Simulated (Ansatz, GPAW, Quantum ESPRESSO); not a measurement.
## One calculation of Li, 9 ways

```
CELL_PARAMETERS angstrom
-1.75465 1.75465 1.75465
1.75465 -1.75465 1.75465
1.75465 1.75465 -1.75465
ATOMIC_POSITIONS crystal
Li 0.00000 0.00000 0.00000
```

Alike in all runs: task band structure; functional PBE; k mesh 11 × 11 × 11; occupations fermi-dirac, width 0.05 eV; no spin polarisation; no spin-orbit coupling. Pressure is positive in compression and, in plane waves, holds the error of the finite cutoff, which Ansatz's Pulay term estimates and takes out.

```csv
program and potentials,plane-wave cutoff (eV),notes,pressure (GPa)
"Ansatz, Ansatz PAW",420,3 valence electrons an atom on average,-0.82
"Ansatz, all-electron LAPW, scalar-relativistic",-,-,-0.81
"GPAW, PAW data sets generated for this functional",800,1 valence electrons an atom on average,-0.79
"Ansatz, JTH PAW",1170,3 valence electrons an atom on average; Pulay term of +0.03 GPa included,-0.81
"Ansatz, PseudoDojo stringent (PBE files)",1306,3 valence electrons an atom on average; Pulay term of +0.02 GPa included,-0.81
"Ansatz, Ansatz PAW (files of its older set among them)",780,3 valence electrons an atom on average,-0.81
"Ansatz, PseudoDojo standard (PBE files)",1007,3 valence electrons an atom on average,-0.81
"Quantum ESPRESSO, PseudoDojo 0.4.1 SR PBE standard",1007,3 valence electrons an atom on average,-0.82
"GPAW, GPAW PAW data sets (gpaw-data 1.2.1)",800,1 valence electrons an atom on average,-0.80
```

The pressure spans -0.82 (Quantum ESPRESSO, PseudoDojo 0.4.1 SR PBE standard) to -0.79 GPa (GPAW, PAW data sets generated for this functional), with all-electron results at -0.81.

Differences between rows come from potentials, basis sets and numerical settings, since the functional is the same but for its coding. Runs on potential files found faulty are left out.
